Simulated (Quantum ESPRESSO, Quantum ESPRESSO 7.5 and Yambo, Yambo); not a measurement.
# RbCl (Fm-3m): G0W0 with Yambo, start to end

How does a plane-wave GW calculation on RbCl (Fm-3m) run from the first input to the gap?

Method: PBE and many-body steps on it, plane waves, in Quantum ESPRESSO 7.5 and Yambo 5.3.0.

Most raw output is cut from this account.

### 1. Set-up

It takes space group Fm-3m (No. 225, cubic). The conventional cell has a = 6.579 Å, b = 6.579 Å, c = 6.579 Å, α = 90.00°, β = 90.00°, γ = 90.00°. Nearest to Rb lie 6 Cl at 3.29 Å. Nearest to Cl lie 6 Rb at 3.29 Å. Farther neighbours and most contacts between anions are not listed.

Coordinates:

```cif
data_structure
_symmetry_space_group_name_H-M 'Fm-3m'
_symmetry_Int_Tables_number 225
_cell_length_a 6.5790
_cell_length_b 6.5790
_cell_length_c 6.5790
_cell_angle_alpha 90.000
_cell_angle_beta 90.000
_cell_angle_gamma 90.000
_cell_volume 284.76
loop_
_atom_site_label
_atom_site_type_symbol
_atom_site_symmetry_multiplicity
_atom_site_Wyckoff_symbol
_atom_site_fract_x
_atom_site_fract_y
_atom_site_fract_z
_atom_site_occupancy
Rb1 Rb 4 a 0.00000 0.00000 0.00000 1
Cl1 Cl 4 b 0.50000 0.00000 0.00000 1
```

The cell and positions come from the Crystallography Open Database and are kept as given unless a step says otherwise.

### 2. Ground state

This step: Quantum ESPRESSO 7.5; DFT, PBE, plane waves, norm-conserving pseudopotentials.

The ground-state density comes first.

Input file pw.in:

```
&control
  calculation = 'scf'
  prefix = 'x'
  outdir = 'o'
  pseudo_dir = 'pseudo'
/
&system
  ibrav = 0
  nat = 2
  ntyp = 2
  ecutwfc = 50.0
  nbnd = 13
  force_symmorphic = .true.
/
&electrons
  conv_thr = 1e-10
  electron_maxstep = 80
  mixing_beta = 0.5
/
ATOMIC_SPECIES
  Rb 85.468 Rb.upf
  Cl 35.45 Cl.upf
CELL_PARAMETERS angstrom
  -0.0000000000 3.2895000000 3.2895000000
  3.2895000000 -0.0000000000 3.2895000000
  3.2895000000 3.2895000000 -0.0000000000
ATOMIC_POSITIONS crystal
  Rb 0.0000000000 0.0000000000 0.0000000000
  Cl 0.5000000000 0.5000000000 0.5000000000
K_POINTS automatic
  6 6 6 0 0 0
```

Run with:

```sh
$ OMP_NUM_THREADS=1 mpirun -n 4 pw.x -nk 4 -in pw.in > pw.out
```

The job ended after 2.9 s (4 MPI ranks of Arm Neoverse V2, shared host; peak memory 0.22 GiB; 11 s of CPU time).

This step gave:

| Item | Value |
| --- | --- |
| total energy | -1186.9093 eV |
| gap | 5.003 eV |
| k of the valence top | 0, 0, 0 |
| k of the conduction bottom | 0, 0, 0 |
| least direct gap | 5.003 eV |

The gap is direct, at Γ.

### 3. Bands along the symmetry lines

Levels along a band path, at the cheap level, show where the edges lie and whether the meshes to come will hold them.

Input file pw.in:

```
&control
  calculation = 'bands'
  prefix = 'x'
  outdir = 'o'
  pseudo_dir = 'pseudo'
/
&system
  ibrav = 0
  nat = 2
  ntyp = 2
  ecutwfc = 50.0
  nbnd = 14
  force_symmorphic = .true.
/
&electrons
  conv_thr = 1e-9
  electron_maxstep = 80
  diago_full_acc = .true.
  diago_thr_init = 5e-6
/
ATOMIC_SPECIES
  Rb 85.468 Rb.upf
  Cl 35.45 Cl.upf
CELL_PARAMETERS angstrom
  -0.0000000000 3.2895000000 3.2895000000
  3.2895000000 -0.0000000000 3.2895000000
  3.2895000000 3.2895000000 -0.0000000000
ATOMIC_POSITIONS crystal
  Rb 0.0000000000 0.0000000000 0.0000000000
  Cl 0.5000000000 0.5000000000 0.5000000000
K_POINTS crystal
  50
  0.00000000 0.00000000 0.00000000 1
  0.06250000 0.00000000 0.06250000 1
  0.12500000 0.00000000 0.12500000 1
  0.18750000 0.00000000 0.18750000 1
  0.25000000 0.00000000 0.25000000 1
  0.31250000 0.00000000 0.31250000 1
  0.37500000 0.00000000 0.37500000 1
  0.43750000 0.00000000 0.43750000 1
  0.50000000 0.00000000 0.50000000 1
  0.51562500 0.03125000 0.51562500 1
  0.53125000 0.06250000 0.53125000 1
  0.54687500 0.09375000 0.54687500 1
  0.56250000 0.12500000 0.56250000 1
  0.57812500 0.15625000 0.57812500 1
  0.59375000 0.18750000 0.59375000 1
  0.60937500 0.21875000 0.60937500 1
  0.62500000 0.25000000 0.62500000 1
  0.37500000 0.37500000 0.75000000 1
  0.32812500 0.32812500 0.65625000 1
  0.28125000 0.28125000 0.56250000 1
  0.23437500 0.23437500 0.46875000 1
  0.18750000 0.18750000 0.37500000 1
  0.14062500 0.14062500 0.28125000 1
  0.09375000 0.09375000 0.18750000 1
  0.04687500 0.04687500 0.09375000 1
  0.00000000 0.00000000 0.00000000 1
  0.06250000 0.06250000 0.06250000 1
  0.12500000 0.12500000 0.12500000 1
  0.18750000 0.18750000 0.18750000 1
  0.25000000 0.25000000 0.25000000 1
  0.31250000 0.31250000 0.31250000 1
  0.37500000 0.37500000 0.37500000 1
  0.43750000 0.43750000 0.43750000 1
  0.50000000 0.50000000 0.50000000 1
  0.50000000 0.46875000 0.53125000 1
  0.50000000 0.43750000 0.56250000 1
  0.50000000 0.40625000 0.59375000 1
  0.50000000 0.37500000 0.62500000 1
  0.50000000 0.34375000 0.65625000 1
  0.50000000 0.31250000 0.68750000 1
  0.50000000 0.28125000 0.71875000 1
  0.50000000 0.25000000 0.75000000 1
  0.50000000 0.21875000 0.71875000 1
  0.50000000 0.18750000 0.68750000 1
  0.50000000 0.15625000 0.65625000 1
  0.50000000 0.12500000 0.62500000 1
  0.50000000 0.09375000 0.59375000 1
  0.50000000 0.06250000 0.56250000 1
  0.50000000 0.03125000 0.53125000 1
  0.50000000 0.00000000 0.50000000 1
```

The job ended after 3.4 s (4 MPI ranks; peak memory 0.2 GiB; 13 s of CPU time).

Numbers from this step:

```
gap                        : 5.003 eV
k of the valence top       : 0, 0, 0
k of the conduction bottom : 0, 0, 0
least direct gap           : 5.003 eV
```

The gap is 5.003 eV, as in the run before at this level.

Electronic bands along the path, in eV, zero at the top of the highest filled band; v1 is the highest filled band, c1 the lowest empty one:

| point | v4 | v3 | v2 | v1 | c1 | c2 | c3 | c4 |
| --- | --- | --- | --- | --- | --- | --- | --- | --- |
| Γ | -7.97 | 0.00 | 0.00 | 0.00 | 5.00 | 7.99 | 7.99 | 7.99 |
| halfway | -7.99 | -0.53 | -0.07 | -0.07 | 6.37 | 6.89 | 9.43 | 9.50 |
| X | -8.07 | -0.32 | -0.10 | -0.10 | 6.21 | 8.07 | 9.72 | 10.04 |
| halfway | -8.06 | -0.31 | -0.19 | -0.14 | 6.41 | 8.33 | 9.36 | 10.20 |
| U | -8.03 | -0.40 | -0.28 | -0.22 | 6.95 | 8.71 | 9.06 | 9.75 |
| jump to K | -8.03 | -0.40 | -0.28 | -0.22 | 6.95 | 8.71 | 9.06 | 9.75 |
| halfway | -7.95 | -0.59 | -0.27 | -0.11 | 6.66 | 7.61 | 8.82 | 9.51 |
| Γ | -7.97 | 0.00 | 0.00 | 0.00 | 5.00 | 7.99 | 7.99 | 7.99 |
| halfway | -7.96 | -0.48 | -0.18 | -0.18 | 6.27 | 7.77 | 8.74 | 8.74 |
| L | -7.95 | -0.86 | -0.34 | -0.34 | 7.75 | 7.98 | 10.16 | 10.16 |
| halfway | -7.96 | -0.65 | -0.29 | -0.29 | 7.73 | 7.86 | 9.74 | 9.90 |
| W | -7.96 | -0.44 | -0.24 | -0.24 | 7.67 | 7.67 | 9.34 | 9.37 |
| halfway | -8.02 | -0.30 | -0.27 | -0.15 | 6.61 | 8.53 | 8.99 | 10.05 |
| X | -8.07 | -0.32 | -0.10 | -0.10 | 6.21 | 8.07 | 9.72 | 10.04 |

### 4. Empty states on the mesh, 4×4×4 mesh, 646 bands

The sums over transitions need many empty states on a uniform mesh; this step solves for them.

Input file pw.in:

```
&control
  calculation = 'nscf'
  prefix = 'x'
  outdir = 'o'
  pseudo_dir = 'pseudo'
/
&system
  ibrav = 0
  nat = 2
  ntyp = 2
  ecutwfc = 50.0
  nbnd = 646
  force_symmorphic = .true.
/
&electrons
  conv_thr = 1e-9
  electron_maxstep = 80
  diago_full_acc = .true.
  diago_thr_init = 5e-6
/
ATOMIC_SPECIES
  Rb 85.468 Rb.upf
  Cl 35.45 Cl.upf
CELL_PARAMETERS angstrom
  -0.0000000000 3.2895000000 3.2895000000
  3.2895000000 -0.0000000000 3.2895000000
  3.2895000000 3.2895000000 -0.0000000000
ATOMIC_POSITIONS crystal
  Rb 0.0000000000 0.0000000000 0.0000000000
  Cl 0.5000000000 0.5000000000 0.5000000000
K_POINTS automatic
  4 4 4 0 0 0
```

It took 85 s on 4 MPI ranks; peak memory 1.1 GiB; 5.7 min of CPU time.

This step gave:

```
gap                                                           : 5.003 eV
k of the valence top                                          : 0, 0, 0
k of the conduction bottom                                    : 0, 0, 0
least direct gap                                              : 5.003 eV
k points computed                                             : 8
lowest point of the top converged band, above the valence top : 243.7556 eV
```

On this mesh the gap is 5.003 eV.

### 5. Conversion and set-up

This step: Yambo 5.3.0; conversion and set-up on PBE, plane waves, norm-conserving pseudopotentials.

The states are converted to the many-body program's format and the q mesh is built.

Run with:

```sh
$ (cd o/x.save; p2y > p2y.log; mv SAVE ../..); yambo > setup.log
```

The job ended after 2.1 s (1 MPI rank; peak memory 0.24 GiB).

### 6. Screening and self-energy, 4×4×4 mesh, 646 bands, screening to 340.1 eV

G0W0 replaces the xc potential by the self-energy, built once from these orbitals. Only a window of levels is corrected, while the sums run over the empty bands that the input names.

This step: G0W0 on PBE, plane waves, norm-conserving pseudopotentials.

Input file gw3.in:

```
HF_and_locXC
gw0
dyson
ppa
em1d
rim_cut
RandQpts= 1000000
RandGvec= 1 RL
EXXRLvcs= 50 Ry
VXCRLvcs= 200 Ry
Chimod= "HARTREE"
% BndsRnXp
 1 | 646 |
%
NGsBlkXp= 25 Ry
% LongDrXp
 1 | 1 | 1 |
%
% GbndRnge
 1 | 646 |
%
DysSolver= "n"
ExtendOut
PPAPntXp= 27.21138 eV
% QPkrange
 1 | 1 | 7 | 10 |
%
```

Run with:

```sh
$ OMP_NUM_THREADS=1 mpirun -n 4 yambo -F gw3.in -J gw3 -C gw3 > gw3.log
```

Elapsed: 36 min, on 4 MPI ranks; peak memory 2.8 GiB; 2.4 h of CPU time.

Numbers from this step:

```
G0W0 gap on the points computed              : 7.985 eV
starting gap on the mesh                     : 5.003 eV
k of the valence top                         : 0, 0, 0
k of the conduction bottom                   : 0, 0, 0
least direct G0W0 gap on the computed points : 7.985 eV
Z at the valence top                         : 0.8055
Z at the conduction bottom                   : 0.8805
```

The gap on the mesh goes from 5.00 eV to 7.99 eV, a correction of +2.98 eV.

Limits: finite bands, cutoff and mesh; no spin-orbit coupling. v1 is the top filled band, c1 the lowest empty one. The levels before and after the correction (eV, zero at the valence-band top of each column):

|  | conduction bottom | valence top |
| --- | --- | --- |
| Kohn-Sham | 5.00 | 0.00 |
| G0W0 | 7.99 | 0.00 |

|  | level | energy (eV) |
| --- | --- | --- |
| Kohn-Sham | Γ v2-v1 | 0.000 |
| Kohn-Sham | Γ c1 | 5.003 |
| Kohn-Sham | Γ c2 | 7.987 |
| G0W0 | Γ v2-v1 | 0.000 |
| G0W0 | Γ c1 | 7.985 |
| G0W0 | Γ c2 | 11.512 |

### 7. Where the time went

Times are wall times on the hardware named with each run, good to a factor of about two.

| step | time | share | memory (GiB) |
| --- | --- | --- | --- |
| ground state | 2.9 s | 0 % | 0.22 |
| bands along the symmetry lines | 3.4 s | 0 % | 0.2 |
| empty states on the mesh | 85 s | 4 % | 1.1 |
| conversion and set-up | 2.1 s | 0 % | 0.24 |
| screening and self-energy | 36 min | 96 % | 2.8 |

### 8. Summary of results

| Item | Value |
| --- | --- |
| PBE gap | 5.00 eV, direct |
| G0W0 gap on the mesh | 7.99 eV |
| GW settings | 4×4×4 mesh, 646 bands, screening to 340.1 eV, Godby-Needs plasmon pole |
| known limits | not at the basis limit; no spin-orbit coupling |

**Reading.** G0W0 moves the gap on the mesh from 5.00 eV to 7.99 eV (+2.98 eV), with Z of 0.81 and 0.88 at the edges. Only 1 of the mesh's irreducible points was corrected, so a valley elsewhere could overtake. The dearest step here is «screening and self-energy». Bands and cutoff are finite, so the gap is not at the basis limit. The miss can reach some tenths of an eV and take either sign; the mesh is an error of its own. In the G0W0 run levels were corrected at 1 k point alone, so a gap called «on the mesh» is the least over those, and an edge elsewhere would be missed. The many-body steps are scalar-relativistic: spin-orbit coupling is not in them.

[Paths, hosts, dates, memory and timing lines, banners, echoed tables and standing remarks are left out of the program output.]

[Logs are printed without paths, hosts, clocks, repeated set-up lines and the standing remarks that a program may print on its own settings, such as how far it seeks lower states.]

[Runs of the session that timed out or met a known fault of the program may be left out.]

[Hosts, paths, dates, database ids (printed as entryN), source tags and the programs' standing remarks are cut or masked in the printed files.]
